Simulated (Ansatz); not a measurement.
Structure: FeS2 (Pa-3) from a database structure, at its r2SCAN minimum. It is cubic, Pa-3 (No. 205); a = 5.403 Å in the conventional setting, 13.14 Å³ an atom. Around Fe lie 6 S at 2.26 Å; around S lie 1 S at 2.15 Å and 3 Fe at 2.26 Å.

```cif
data_structure
_symmetry_space_group_name_H-M 'Pa-3'
_symmetry_Int_Tables_number 205
_cell_length_a 5.4030
_cell_length_b 5.4030
_cell_length_c 5.4030
_cell_angle_alpha 90.000
_cell_angle_beta 90.000
_cell_angle_gamma 90.000
_cell_volume 157.73
loop_
_atom_site_label
_atom_site_type_symbol
_atom_site_symmetry_multiplicity
_atom_site_Wyckoff_symbol
_atom_site_fract_x
_atom_site_fract_y
_atom_site_fract_z
_atom_site_occupancy
Fe1 Fe 4 a 0.00000 0.50000 0.50000 1
S1 S 8 c 0.38499 0.11501 0.88499 1
```

4 runs of Ansatz on this cell differ in the functional (and in the settings that go with it). Levels are in eV from each run's valence top; v1 is the last filled band, c1 the first empty one.

Run A, mean stress -10.8 GPa (compression positive):
```
point     v4     v3     v2     v1    c1    c2
    Γ  -0.32  -0.32  -0.32  -0.04  0.56  1.51
    M  -0.13  -0.13  -0.13  -0.13  1.80  1.80
    R  -0.36  -0.36  -0.36  -0.36  1.37  1.37
    X  -0.16  -0.16  -0.02  -0.02  1.48  1.48
```

Run B, mean stress +2.5 GPa (compression positive):
```
point     v4     v3     v2     v1    c1    c2
    Γ  -0.49   0.00   0.00   0.00  3.26  5.16
    M  -0.08  -0.08  -0.08  -0.08  4.87  4.87
    R  -0.71  -0.71  -0.71  -0.71  5.15  5.15
    X  -0.22  -0.22  -0.12  -0.12  4.63  4.63
```

Run C, mean stress +0.2 GPa (compression positive):
```
point     v4     v3     v2     v1    c1    c2
    Γ  -0.42   0.00   0.00   0.00  2.96  4.60
    M  -0.08  -0.08  -0.08  -0.08  4.50  4.50
    R  -0.62  -0.62  -0.62  -0.62  4.62  4.62
    X  -0.20  -0.20  -0.10  -0.10  4.28  4.28
```

Run D, mean stress 0.0 GPa (compression positive):
```
point     v4     v3     v2     v1    c1    c2
    Γ  -0.16  -0.16  -0.16  -0.07  0.91  2.02
    M  -0.11  -0.11  -0.11  -0.11  2.29  2.29
    R  -0.35  -0.35  -0.35  -0.35  2.03  2.03
    X  -0.13  -0.13  -0.01  -0.01  2.08  2.08
```

Q: Match the runs to LDA, r2SCAN, PBE0, r2SCAN0.

A: A is LDA, B is r2SCAN0, C is PBE0, D is r2SCAN. In order of the gap: LDA 0.56, r2SCAN 0.91, PBE0 2.96, r2SCAN0 3.26 eV.

Spin-unpolarised throughout; all numbers are computed.

The program warns that its thresholds are loose for a hybrid's stress.

The meshes of the hybrids are coarse, so their gaps aren't converged to the digits shown.
